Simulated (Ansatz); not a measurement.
The system is Rb.

```xyz
1
Lattice="-2.8025 2.8025 2.8025 2.8025 -2.8025 2.8025 2.8025 2.8025 -2.8025" Properties=species:S:1:pos:R:3 pbc="T T T"
Rb    0.0000    0.0000    0.0000
```

Base run:

```yaml
Program: Ansatz 0.2.0
Functional: PBEsol
Potentials_or_basis: Ansatz PAW
Cutoff: 420 eV
Density_cutoff: 1680 eV
k_mesh: 7 × 7 × 7
Occupations: fermi-dirac, width 0.05 eV
Spin: no spin polarisation
```

Its results: band gap on the k mesh none (metal or under the smearing width); pressure -0.1 GPa.

Question: The run is repeated on the same cell with these changes: functional from PBEsol to RPBE; occupations from fermi-dirac, width 0.05 eV to gaussian, width 0.05 eV. What comes out?

Answer: Band gap on the k mesh none (metal or under the smearing width); pressure 0.4 GPa.

Caveats: the PAW data sets come from PBE, with cores solved anew for the run's functional, which leaves a small shift of forces and pressure; the potentials were made for another functional, which shifts forces and pressure (some runs).

Not every run made on this cell is shown here.
